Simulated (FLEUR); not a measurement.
# Ge (Imma) in FLEUR: settings compared

One crystal, Ge, is run at these levels: LDA, PBEsol, r2SCAN; tasks: band structure.

Program: FLEUR MaX-R8.1 (later development tree). These are calculated values, not measurements. Logs are shortened: lines on timing, memory, paths and dates and some standing lists are left out, and cuts for length are marked.

**1. The structure**

Symmetry: Imma, No. 74, orthorhombic system. Conventional cell: a = 4.992 Å, b = 5.302 Å, c = 2.874 Å, α = 90.00°, β = 90.00°, γ = 90.00°. Ge (site symmetry mm2) is surrounded by 6 Ge at 2.68 to 2.87 Å.

This isn't the form of Ge at room conditions, which is diamond.

**2. Band structure, LDA**

inp.xml reads:

```xml
<?xml version="1.0" encoding="UTF-8" standalone="no"?>
<fleurInput fleurInputVersion="0.39">
   <comment>
      Ge                                                                                                  
   </comment>
   <calculationSetup>
      <cutoffs Kmax="4.22" Gmax="13.1" GmaxXC="13.1" numbands="0"/>
      <scfLoop itmax="60" minDistance="0.00001" maxIterBroyd="15" imix="Anderson" alpha="0.05" precondParam="0.0" spinf="2.0" sdNocoIR="T"/>
      <coreElectrons ctail="T" frcor="F" kcrel="0" coretail_lmax="0"/>
      <xcFunctional name="vwn" relativisticCorrections="F"/>
      <magnetism jspins="1"/>
      <soc l_soc="F" theta="0.0" phi="0.0" spav="F"/>
      <expertModes spex="0" secvar="F"/>
      <geometryOptimization l_f="F" forcealpha="1.0" forcemix="BFGS" epsdisp="0.00001" epsforce="0.00001"/>
      <ldaU l_linMix="F" mixParam="0.05" spinf="1.0"/>
   </calculationSetup>
   <cell>
      <bzIntegration valenceElectrons="44.0" mode="hist" fermiSmearingEnergy="0.00183747">
         <kPointListSelection listName="default-1"/>
         <!-- k-points included here -->
         <xi:include xmlns:xi="http://www.w3.org/2001/XInclude" href="kpts.xml"> </xi:include>
      </bzIntegration>
      <!-- symmetry operations included here -->
      <xi:include xmlns:xi="http://www.w3.org/2001/XInclude" href="sym.xml"> </xi:include>
      <bulkLattice scale="1.0">
         <bravaisMatrix>
            <row-1>   -4.7165636549368903     5.0094050638355299     2.7154362855655960</row-1>
            <row-2>    4.7165636549368903    -5.0094050638355299     2.7154362855655960</row-2>
            <row-3>    4.7165636549368903     5.0094050638355299    -2.7154362855655960</row-3>
         </bravaisMatrix>
      </bulkLattice>
   </cell>
   <atomSpecies>
      <species name="Germanium (Ge)" element="Ge" atomicNumber="32">
         <mtSphere radius="2.32" gridPoints="773" logIncrement="0.016"/>
         <atomicCutoffs lmax="9" lnonsphr="9"/>
         <electronConfig flipSpins="F">
            <coreConfig>(1s1/2) (2s1/2) (2p1/2) (2p3/2)</coreConfig>
            <valenceConfig>(3s1/2) (3p1/2) (3p3/2) (4s1/2) (3d3/2) (3d5/2) (4p1/2) (4p3/2)</valenceConfig>
            <stateOccupation state="(4p1/2)" spinUp="0.333333" spinDown="0.333333"/>
            <stateOccupation state="(4p3/2)" spinUp="0.666667" spinDown="0.666667"/>
         </electronConfig>
         <energyParameters s="4" p="4" d="3" f="4"/>
         <lo type="SCLO" l="0" n="3" eDeriv="0"/>
         <lo type="SCLO" l="1" n="3" eDeriv="0"/>
         <lo type="SCLO" l="1" n="3" eDeriv="1"/>
         <lo type="HELO" l="2" n="4" eDeriv="0"/>
         <lo type="HELO" l="2" n="4" eDeriv="1"/>
         <lo type="SCLO" l="3" n="4" eDeriv="2"/>
      </species>
   </atomSpecies>
   <atomGroups>
      <atomGroup species="Germanium (Ge)">
         <relPos label="                   1">.3140570000 .0640570000 1.000/4.000</relPos>
         <relPos label="                   2">-.3140570000 -.0640570000 -1.000/4.000</relPos>
         <force calculate="T" relaxXYZ="TTT"/>
      </atomGroup>
   </atomGroups>
   <output dos="F" band="F" slice="F">
      <checks vchk="F" cdinf="F"/>
      <bandDOS minEnergy="-.5*Htr" maxEnergy="0.5*Htr" sigma="0.015" storeEVData="T"/>
      <vacuumDOS vacdos="F" integ="F" star="F" nstars="0" locx1="0.0" locy1="0.0" locx2="0.0" locy2="0.0" nstm="0" tworkf="0.0"/>
      <unfoldingBand unfoldBand="F" supercellX="1" supercellY="1" supercellZ="1"/>
      <plotting iplot="0" polar="F">
         <plot TwoD="T" vec1="  1.0  0.0  0.0" vec2="  0.0  1.0  0.0" vec3="  0.0  0.0  1.0" zero="  0.0  0.0  0.0" file="plot"/>
      </plotting>
      <chargeDensitySlicing numkpt="0" minEigenval="0.0" maxEigenval="0.0" nnne="0" pallst="F"/>
      <specialOutput eonly="F"/>
      <moessbauerParams electricFieldGradient="T" isomerShift="T" coreHyperfine="T" valenceHyperfine="T"/>
      <magneticCircularDichroism mcd="F" energyLo="-10.0" energyUp="0.0"/>
   </output>
  <!-- We include the file relax.xml here to enable relaxations (see documentation) -->
  <xi:include xmlns:xi="http://www.w3.org/2001/XInclude" href="relax.xml"> <xi:fallback/> </xi:include>
</fleurInput>
```

crystal.txt reads:

```
Ge
&input cartesian=F /
-2.4958980000  2.6508630000  1.4369470000
2.4958980000  -2.6508630000  1.4369470000
2.4958980000  2.6508630000  -1.4369470000
1.8897261246
1.0 1.0 1.0

2
32 0.3140570000  0.0640570000  0.2500000000
32 0.6859430000  0.9359430000  0.7500000000

&kpt div1=11 div2=11 div3=11 gamma=T /
```

inp.xml (bands) reads:

```
<?xml version="1.0" encoding="UTF-8" standalone="no"?>
<fleurInput fleurInputVersion="0.39">
   <comment>
      Ge                                                                                                  
   </comment>
   <calculationSetup>
      <cutoffs Kmax="4.22" Gmax="13.1" GmaxXC="13.1" numbands="0"/>
      <scfLoop itmax="60" minDistance="0.00001" maxIterBroyd="15" imix="Anderson" alpha="0.05" precondParam="0.0" spinf="2.0" sdNocoIR="T"/>
      <coreElectrons ctail="T" frcor="F" kcrel="0" coretail_lmax="0"/>
      <xcFunctional name="vwn" relativisticCorrections="F"/>
      <magnetism jspins="1"/>
      <soc l_soc="F" theta="0.0" phi="0.0" spav="F"/>
      <expertModes spex="0" secvar="F"/>
      <geometryOptimization l_f="F" forcealpha="1.0" forcemix="BFGS" epsdisp="0.00001" epsforce="0.00001"/>
      <ldaU l_linMix="F" mixParam="0.05" spinf="1.0"/>
   </calculationSetup>
   <cell>
      <bzIntegration valenceElectrons="44.0" mode="hist" fermiSmearingEnergy="0.00183747">
         <kPointListSelection listName="path-1"/>
         <!-- k-points included here -->
         <xi:include xmlns:xi="http://www.w3.org/2001/XInclude" href="kpts.xml"> </xi:include>
      </bzIntegration>
      <!-- symmetry operations included here -->
      <xi:include xmlns:xi="http://www.w3.org/2001/XInclude" href="sym.xml"> </xi:include>
      <bulkLattice scale="1.0">
         <bravaisMatrix>
            <row-1>   -4.7165636549368903     5.0094050638355299     2.7154362855655960</row-1>
            <row-2>    4.7165636549368903    -5.0094050638355299     2.7154362855655960</row-2>
            <row-3>    4.7165636549368903     5.0094050638355299    -2.7154362855655960</row-3>
         </bravaisMatrix>
      </bulkLattice>
   </cell>
   <atomSpecies>
      <species name="Germanium (Ge)" element="Ge" atomicNumber="32">
         <mtSphere radius="2.32" gridPoints="773" logIncrement="0.016"/>
         <atomicCutoffs lmax="9" lnonsphr="9"/>
         <electronConfig flipSpins="F">
            <coreConfig>(1s1/2) (2s1/2) (2p1/2) (2p3/2)</coreConfig>
            <valenceConfig>(3s1/2) (3p1/2) (3p3/2) (4s1/2) (3d3/2) (3d5/2) (4p1/2) (4p3/2)</valenceConfig>
            <stateOccupation state="(4p1/2)" spinUp="0.333333" spinDown="0.333333"/>
            <stateOccupation state="(4p3/2)" spinUp="0.666667" spinDown="0.666667"/>
         </electronConfig>
         <energyParameters s="4" p="4" d="3" f="4"/>
         <lo type="SCLO" l="0" n="3" eDeriv="0"/>
         <lo type="SCLO" l="1" n="3" eDeriv="0"/>
         <lo type="SCLO" l="1" n="3" eDeriv="1"/>
         <lo type="HELO" l="2" n="4" eDeriv="0"/>
         <lo type="HELO" l="2" n="4" eDeriv="1"/>
         <lo type="SCLO" l="3" n="4" eDeriv="2"/>
      </species>
   </atomSpecies>
   <atomGroups>
      <atomGroup species="Germanium (Ge)">
         <relPos label="                   1">.3140570000 .0640570000 1.000/4.000</relPos>
         <relPos label="                   2">-.3140570000 -.0640570000 -1.000/4.000</relPos>
         <force calculate="T" relaxXYZ="TTT"/>
      </atomGroup>
   </atomGroups>
   <output dos="F" band="T" slice="F">
      <checks vchk="F" cdinf="F"/>
      <bandDOS minEnergy="-.5*Htr" maxEnergy="0.5*Htr" sigma="0.015" storeEVData="T"/>
      <vacuumDOS vacdos="F" integ="F" star="F" nstars="0" locx1="0.0" locy1="0.0" locx2="0.0" locy2="0.0" nstm="0" tworkf="0.0"/>
      <unfoldingBand unfoldBand="F" supercellX="1" supercellY="1" supercellZ="1"/>
      <plotting iplot="0" polar="F">
         <plot TwoD="T" vec1="  1.0  0.0  0.0" vec2="  0.0  1.0  0.0" vec3="  0.0  0.0  1.0" zero="  0.0  0.0  0.0" file="plot"/>
      </plotting>
      <chargeDensitySlicing numkpt="0" minEigenval="0.0" maxEigenval="0.0" nnne="0" pallst="F"/>
      <specialOutput eonly="F"/>
      <moessbauerParams electricFieldGradient="T" isomerShift="T" coreHyperfine="T" valenceHyperfine="T"/>
      <magneticCircularDichroism mcd="F" energyLo="-10.0" energyUp="0.0"/>
   </output>
  <!-- We include the file relax.xml here to enable relaxations (see documentation) -->
  <xi:include xmlns:xi="http://www.w3.org/2001/XInclude" href="relax.xml"> <xi:fallback/> </xi:include>
</fleurInput>
```

Potentials or basis: all-electron, FLAPW.

Run with:

```console
$ inpgen -f crystal.txt -profile fastHighL
$ # inp.xml edited to the form shown
$ fleur_MPI
$ fleur_MPI   # second run, on inp.xml (bands)
```

Output:

```text
Welcome to FLEUR        (www.flapw.de)
      MaX-Release 8.1          (www.max-centre.eu)

 ========== k-point set info ==========
 Selected k-point list: default-1
 k-point list type: mesh
 11 x 11 x 11
 Number of k points: 216

 ------------Calculation Setup---------------------------
 Number of MPI-tasks      :            1
 Number of PE/node        :            1
 Number of OMP-threads    :            1
 Most efficient MPI parallelization for:
           1           2           3           4           6           8           9          12          18          24          27          36          54          72         108         216
 Additional eigenvalue parallelization possible
 Number of basis functions:          426
 Approximate size of matrices (H+S) per k-point:         0.003 GB
 --------------------------------------------------------
 Iteration:     1   Distance:       4.77040045 me/bohr^3
 Iteration:     2   Distance:       4.39730067 me/bohr^3
 Iteration:     3   Distance:       1.94968774 me/bohr^3
 Iteration:     4   Distance:       0.18190639 me/bohr^3
 Iteration:     5   Distance:       0.15612298 me/bohr^3
 Iteration:     6   Distance:       0.02658324 me/bohr^3
 Iteration:     7   Distance:       0.01790175 me/bohr^3
 Iteration:     8   Distance:       0.00414450 me/bohr^3
 Iteration:     9   Distance:       0.00050581 me/bohr^3
 Iteration:    10   Distance:       0.00046800 me/bohr^3
 Iteration:    11   Distance:       0.00006647 me/bohr^3
 Iteration:    12   Distance:       0.00000478 me/bohr^3

 ********************************************************************
 Run finished successfully
 Stop message:
   all done
 ********************************************************************
```

output (bands):

```text
Welcome to FLEUR        (www.flapw.de)
      MaX-Release 8.1          (www.max-centre.eu)

 ========== k-point set info ==========
 Selected k-point list: path-1
 k-point list type: path
 Number of k points: 61

 ------------Calculation Setup---------------------------
 Number of MPI-tasks      :            1
 Number of PE/node        :            1
 Number of OMP-threads    :            1
 Most efficient MPI parallelization for:
           1          61
 Additional eigenvalue parallelization possible
 Number of basis functions:          426
 Approximate size of matrices (H+S) per k-point:         0.003 GB
 --------------------------------------------------------
 Fermi energy correction for metals:
 Fermi energy in bands.* files may not be consistent with last density.
 Please correct it manually (e.g. in band.gnu file).

 Note: Band structure data (together with different weights) is also stored in the banddos.hdf file.
       A convenient way of extracting and plotting the data from that file is by making use of the

 ********************************************************************
 Run finished successfully
 Stop message:
   Charge density postprocessing done.
 ********************************************************************
```

out.xml (last iteration):

```text
<iteration numberForCurrentRun="   12" overallNumber="   12">
         <energyParameters units="Htr">
            <atomicEP atomType="1" spin="1" branch="4s" branchLowest="-5.71" branchHighest="0.76" value="-0.0576910829"/>
            <atomicEP atomType="1" spin="1" branch="4p" branchLowest="-3.78" branchHighest="1.40" value="0.1793761873"/>
            <atomicEP atomType="1" spin="1" branch="3d" branchLowest="-9.99" branchHighest="-0.61" value="-0.6223717610"/>
            <atomicEP atomType="1" spin="1" branch="4f" branchLowest="-9.99" branchHighest="3.27" value="0.5544283046"/>
            <loAtomicEP atomType="1" spin="1" branch="3s" branchLowest="-49.85" branchHighest="-5.71" value="-5.7062346384"/>
            <loAtomicEP atomType="1" spin="1" branch="3p" branchLowest="-43.55" branchHighest="-3.78" value="-3.7842623467"/>
            <loAtomicEP atomType="1" spin="1" branch="3p" branchLowest="-43.55" branchHighest="-3.78" value="-3.7842623467"/>
            <heloAtomicEP atomType="1" spin="1" branch="4d" branchLowest="1.91" branchHighest="1.91" value="1.9090353705"/>
            <heloAtomicEP atomType="1" spin="1" branch="4d" branchLowest="1.91" branchHighest="1.91" value="1.9090353705"/>
            <loAtomicEP atomType="1" spin="1" branch="4f" branchLowest="-9.99" branchHighest="3.27" value="0.5544304908"/>
         </energyParameters>
         <eigenvalues>
            <eigenvaluesAt spin="1" ikpt="1" k_x="0.00000000" k_y="0.00000000" k_z="0.00000000">
                      -5.7062446932       -5.7062270075       -3.7827420031       -3.7827313741       -3.7822928254
                      -3.7821864875       -3.7815599743       -3.7814138654       -0.6364388996       -0.6335570340
                      -0.6334892021       -0.6333977323       -0.6321494263       -0.6308373484       -0.6286115793
                      -0.6285284635       -0.6274745553       -0.6249827238       -0.2059639123        0.1307516586
                       0.1902360667        0.2064297181        0.4064436856        0.5287396381        0.5359345965
                       0.5617909727        0.5742155028        0.6710411386        0.7419616573        0.7763452304
                       0.7879446187        0.7894996548        0.7917397148        0.8181901150
            </eigenvaluesAt>
            <eigenvaluesAt spin="1" ikpt="2" k_x="0.00000000" k_y="0.00000000" k_z="0.09090909">
                      -5.7062443277       -5.7062273627       -3.7827417224       -3.7827316460       -3.7822904095
                      -3.7821884523       -3.7815570226       -3.7814168068       -0.6362580900       -0.6336571648
                      -0.6335244371       -0.6332630516       -0.6319935632       -0.6307637558       -0.6286290731
[... 37 lines left out ...]
            <state n="2" l="1" j="0.5" energy="-44.3445416852" weight="1.0000000000"/>
            <state n="2" l="1" j="1.5" energy="-43.1755821299" weight="2.0000000000"/>
         </coreStates>
         <allElectronCharges>
            <spinDependentCharge spin="1" total="64.0000000" interstitial="3.4412044" mtSpheres="60.5587956"/>
            <totalCharge value="64.0000000003"/>
         </allElectronCharges>
         <moessbauerParams unitsHFF="kG" unitsIS="e/bohr^3" unitsEFG="Htr/bohr^2">
            <coreIsomerShift atomType="1" isTotal="31298.74144">
               <shell n="1" l="0" isomerShift="28416.62523"/>
               <shell n="2" l="0" isomerShift="2856.98111"/>
               <shell n="2" l="1" isomerShift="25.13510"/>
            </coreIsomerShift>
            <isomerShift atomType="1" nucleusRadius="0.0000986" averageDensity="31770.87061"/>
            <electricFieldGradient atomType="1" VXX="0.00522" VYY="0.35433" VZZ="-0.35955" asymParam="0.97096">
            </electricFieldGradient>
         </moessbauerParams>
         <totalEnergy                                    value="    -4192.3626786290" units="Htr">
            <sumOfEigenvalues                            value="    -2408.4589005237">
               <coreElectrons value="-2328.2619498619"/>
               <valenceElectrons value="-80.1969506618"/>
            </sumOfEigenvalues>
            <densityCoulombPotentialIntegral value="-6483.3559848201"/>
            <densityEffectivePotentialIntegral value="-6686.7775876483"/>
            <chargeDenXCDenIntegral value="-153.5884598374"/>
            <FockExchangeEnergyValence value="0.0000000000"/>
            <FockExchangeEnergyCore value="0.0000000000"/>
            <atomTypeDependentContributions atomType="1">
               <electronNucleiInteractionDifferentMTs value="5044.6730214278"/>
               <MadelungTerm value="-30.7418920784"/>
            </atomTypeDependentContributions>
            <tkbTimesEntropy value="0.0002421401"/>
            <freeEnergy value="-4192.3629207690"/>
            <extrapolationTo0K value="-4192.3627996990"/>
         </totalEnergy>
         <densityConvergence units="me/bohr^3">
            <chargeDensity spin="1" distance="0.0000047763"/>
         </densityConvergence>
      </iteration>
```

Wall time 2.4 min (1 thread of Arm Neoverse V1, shared host); peak memory 0.08 GiB.

Results:

* Free energy: -114080.0067 eV
* Band gap along the path: none (metal or under the smearing width)
* Valence electrons inside the program's atomic spheres: Ge 20.28 (radii Ge 2.32 bohr)

Levels at the corners of the path, in eV from the Fermi level:
| point | band 20 | band 21 | band 22 | band 23 | band 24 | band 25 |
| --- | --- | --- | --- | --- | --- | --- |
| Γ | -3.95 | -2.34 | -1.89 | 3.55 | 6.88 | 7.07 |
| X | -6.65 | -3.72 | -3.63 | -3.27 | 3.61 | 5.58 |
| L | -6.68 | -3.86 | -3.70 | -2.92 | 3.44 | 5.76 |
| T | -5.89 | -3.54 | -2.24 | -1.78 | 3.21 | 3.96 |
| W | -7.06 | -4.27 | -4.27 | 3.82 | 3.82 | 5.09 |
| R | -7.00 | -1.98 | -1.55 | -0.76 | 1.53 | 3.14 |
| X1 | -6.65 | -3.72 | -3.63 | -3.27 | 3.61 | 5.58 |
| Z | -8.29 | -5.80 | -5.55 | 4.35 | 6.86 | 10.57 |
| Γ | -3.95 | -2.34 | -1.89 | 3.55 | 6.88 | 7.07 |
| Y | -8.43 | -5.78 | -5.36 | 4.37 | 6.87 | 10.51 |
| S | -10.38 | 0.65 | 0.65 | 2.24 | 2.24 | 6.68 |
| W | -7.06 | -4.27 | -4.27 | 3.82 | 3.82 | 5.09 |
| L1 | -6.68 | -3.86 | -3.70 | -2.92 | 3.44 | 5.76 |
| Y | -8.43 | -5.78 | -5.36 | 4.37 | 6.87 | 10.51 |
| Y1 | -8.43 | -5.78 | -5.36 | 4.37 | 6.87 | 10.51 |
| Z | -8.29 | -5.80 | -5.55 | 4.35 | 6.86 | 10.57 |

Core levels (eV from the Fermi level):
```
atom                                                       levels
1 Ge  1s1/2 -10933.3, 2s1/2 -1364.1, 2p1/2 -1214.2, 2p3/2 -1182.4
2 Ge  1s1/2 -10933.3, 2s1/2 -1364.1, 2p1/2 -1214.2, 2p3/2 -1182.4
```

(Part 1 of 2 ends here.)
